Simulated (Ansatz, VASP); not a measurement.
**MoS2 in VASP and in Ansatz**

File INCAR:

```
PREC = Accurate ; ENCUT = 520
EDIFF = 1E-6 ; ISMEAR = -1
SIGMA = 0.05 ; LREAL = F
LASPH = T ; NELM = 100
ALGO = Normal ; ISIF = 2
LWAVE = F ; LCHARG = F
GGA = RP ; IVDW = 12
NBANDS = 20
```

File KPOINTS:

```
Automatic mesh
0
Gamma
  9 9 4
```

The input POSCAR:

```
MoS2
1.0
    3.1615794509      0.0000000000      0.0000000000
   -1.5807897255      2.7380081205      0.0000000000
    0.0000000000      0.0000000000      6.1836112739
Mo S
1 2
Direct
    0.0000000000      0.0000000000      0.5000000000
    0.6666666667      0.3333333333      0.7446806800
    0.3333333333      0.6666666667      0.2553193200
```

File input.yaml:

```yaml
crystal:
  lattice:
    - [3.1615794509, 0.0, 0.0]
    - [-1.5807897255, 2.7380081205, 0.0]
    - [0.0, 0.0, 6.1836112739]
  atoms:
    - { symbol: Mo, position: [0.0, 0.0, 0.5] }
    - { symbol: S, position: [0.6666666667, 0.3333333333, 0.74468068] }
    - { symbol: S, position: [0.3333333333, 0.6666666667, 0.25531932] }
hamiltonian:
  xc: rpbe
  pseudopotentials: { kind: paw }
  dispersion: d3bj
kpoints:
  mp_grid: { grid: [9, 9, 4] }
scf:
  occupations: { method: fermi_dirac, width: 0.05 }
output:
  forces: true
  stress: true
  eigenvalues: true
```

Measurements of this composition are mostly on another form, of space group No. 194.

Alike in both runs: task single point; functional RPBE; dispersion D3(BJ); k mesh 9 × 9 × 4; occupations fermi-dirac, width 0.05 eV; no spin polarisation.

```csv
,VASP,Ansatz
version,VASP 6.6.1,Ansatz 0.2.0
potentials or method,"VASP PAW PBE potentials, release 64 (Mo_sv, S)",Ansatz PAW
plane-wave cutoff (eV),520,420
valence electrons in the cell,26,26
```

|  | VASP | Ansatz | Ansatz less VASP |
| --- | --- | --- | --- |
| gap on the k mesh at the Fermi level (eV) | none | none | - |
| pressure (GPa) | -6.2 | -6.0 | +0.25 |
| largest component of the traceless stress (GPa) | 8.49 | 8.48 | -0.002 |
| rms of the force components (eV/Å) | 0.399 | 0.410 | +0.0114 |
| dispersion energy (meV/atom) | -1960.0 | -1960.1 | -0.08 |

Atom by atom the forces differ by 0.011 eV/Å (rms over components). A gap of «none» marks a metal or a gap that the smearing closes.

Caveats: the PAW data sets were made with another functional, which shifts forces and pressure a little (VASP); the PAW data sets come from PBE, with cores solved anew for the run's functional, which leaves a small shift of forces and pressure (Ansatz).
